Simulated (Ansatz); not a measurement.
Reactions of CH7GeN, SMILES `C[NH][GeH3]`.

Program: Ansatz. Geometries: PBE0-D4/def2-TZVP. ΔE: electronic, gas phase. CCSD(T)/CBS is the MP2 limit (def2-TZVPP, def2-QZVPP) plus CCSD(T) − MP2 in def2-TZVPP, frozen cores. This one scheme is used for every species, atoms too. DFT in def2-TZVPP. Open shells (•) are unrestricted, without spin–orbit coupling. Spin–orbit coupling would lower the free atoms: a little for F. def2 core potentials past Kr. For Ge, I, In, Se, Te outer-core shells are correlated without core-valence functions, so the limit isn't a true one: a few kJ/mol of doubt a bond, and 10 to 20 or more in all where bonds break to atoms. Scalar relativity is left out up to krypton. Each species was taken in one conformer, which may not be the lowest.

```json
{"reaction": "`C[NH][GeH3]` + `N=S=O` → `CN=S=O` + `[NH2][GeH3]`", "ωB97X-V (kcal/mol)": "-6.0", "CCSD/CBS(def2) (kcal/mol)": "-5.8", "PBE-D4 (kcal/mol)": "-6.9", "B2PLYP (kcal/mol)": "-6.8"}
{"reaction": "`C[NH][GeH3]` + `[SiH3]N[SiH3]` → `[SiH3][N]([SiH3])[GeH3]` + CH₃NH₂", "ωB97X-V (kcal/mol)": "-3.2", "CCSD/CBS(def2) (kcal/mol)": "-3.7", "PBE-D4 (kcal/mol)": "-3.2", "B2PLYP (kcal/mol)": "-2.6"}
{"reaction": "`C[NH][GeH3]` + `[SeH][InH2]` → `C[Se][InH2]` + `[NH2][GeH3]`", "ωB97X-V (kcal/mol)": "-5.5", "CCSD/CBS(def2) (kcal/mol)": "-6.4", "PBE-D4 (kcal/mol)": "-6.6", "B2PLYP (kcal/mol)": "-6.5"}
{"reaction": "`C[NH][GeH3]` + `F[C](F)F`• → `C[N][GeH3]`• + `FC(F)F`", "ωB97X-V (kcal/mol)": "-5.3", "CCSD/CBS(def2) (kcal/mol)": "-5.4", "PBE-D4 (kcal/mol)": "-4.2", "B2PLYP (kcal/mol)": "-4.8"}
{"reaction": "`C[NH][GeH3]` + `[CH3]`• → `C[N][GeH3]`• + CH₄", "ωB97X-V (kcal/mol)": "-6.1", "CCSD/CBS(def2) (kcal/mol)": "-3.2", "PBE-D4 (kcal/mol)": "-7.5", "B2PLYP (kcal/mol)": "-5.0"}
{"reaction": "`C[NH][GeH3]` + H–F → `[F][GeH3]` + CH₃NH₂", "ωB97X-V (kcal/mol)": "-14.9", "CCSD/CBS(def2) (kcal/mol)": "-12.4", "PBE-D4 (kcal/mol)": "-13.3", "B2PLYP (kcal/mol)": "-15.1"}
{"reaction": "`C[NH][GeH3]` + H• → `C[N][GeH3]`• + H₂", "ωB97X-V (kcal/mol)": "-1.4", "CCSD/CBS(def2) (kcal/mol)": "-1.4", "PBE-D4 (kcal/mol)": "-1.8", "B2PLYP (kcal/mol)": "-2.4"}
{"reaction": "`C[NH][GeH3]` + `OC[TeH]` → `[GeH3][O]C[TeH]` + CH₃NH₂", "ωB97X-V (kcal/mol)": "-5.1", "CCSD/CBS(def2) (kcal/mol)": "-4.8", "PBE-D4 (kcal/mol)": "-3.7", "B2PLYP (kcal/mol)": "-5.3"}
{"reaction": "`C[NH][GeH3]` + HI → `[GeH3][I]` + CH₃NH₂", "ωB97X-V (kcal/mol)": "-20.1", "CCSD/CBS(def2) (kcal/mol)": "-20.5", "PBE-D4 (kcal/mol)": "-20.9", "B2PLYP (kcal/mol)": "-20.4"}
{"reaction": "`C[NH][GeH3]` + F• → `C[N][GeH3]`• + H–F", "ωB97X-V (kcal/mol)": "-31.4", "CCSD/CBS(def2) (kcal/mol)": "-32.0", "PBE-D4 (kcal/mol)": "-38.1", "B2PLYP (kcal/mol)": "-32.3"}
```

Give the CCSD(T)/CBS values in the same order. (Estimate.)

Ansatz gave: -6.0, -4.1, -6.8, -4.9, -3.3, -11.7, -0.5, -4.7, -20.2, -32.8 kcal/mol.

Largest T1 diagnostic: 0.020, for `N=S=O`.
